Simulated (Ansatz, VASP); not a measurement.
Two plane-wave programs on PbS (Galena)

INCAR

```
  PREC = Accurate
  ENCUT = 520
  EDIFF = 1E-7
  ISMEAR = -1
  SIGMA = 0.1
  LREAL = False
  LASPH = True
  NELM = 100
  ALGO = Normal
  ISIF = 2
  LWAVE = False
  LCHARG = False
  GGA = PE
  NBANDS = 17
```

KPOINTS

```
regular mesh
0
Gamma
  6 6 6
```

The input POSCAR:

```
PbS
1.0
    0.0000000000      2.9657500000      2.9657500000
    2.9657500000      0.0000000000      2.9657500000
    2.9657500000      2.9657500000      0.0000000000
Pb S
1 1
Direct
   -0.0084295709     -0.0084295709      0.0084295709
    0.5000000000      0.5000000000      0.5000000000
```

Input for Ansatz:

```yaml
crystal:
  lattice:
    - [0.0, 2.96575, 2.96575]
    - [2.96575, 0.0, 2.96575]
    - [2.96575, 2.96575, 0.0]
  atoms:
    - { symbol: Pb, position: [-0.008429570934839417, -0.008429570934839417, 0.008429570934839417] }
    - { symbol: S, position: [0.5, 0.5, 0.5] }
basis:
  ecutwfc: 420.0
kpoints:
  mp_grid:
    grid: [6, 6, 6]
scf:
  occupations:
    method: fermi_dirac
output:
  forces: true
```

Alike in both runs: task single point; functional PBE; k mesh 6 × 6 × 6; no spin polarisation.

```csv
,VASP,Ansatz
version,VASP 6.6.1,Ansatz 0.2.0
potentials or method,"VASP PAW PBE potentials, release 64 (Pb_d, S)","plane waves, PAW"
plane-wave cutoff (eV),520,420
occupations,"fermi-dirac, width 0.1 eV",fermi-dirac
valence electrons in the cell,20,20
```

```tsv
	VASP	Ansatz	Ansatz less VASP
rms of the force components (eV/Å)	0.014	0.013	-0.0003
```

Atom by atom the forces differ by 0.000 eV/Å (rms over components).
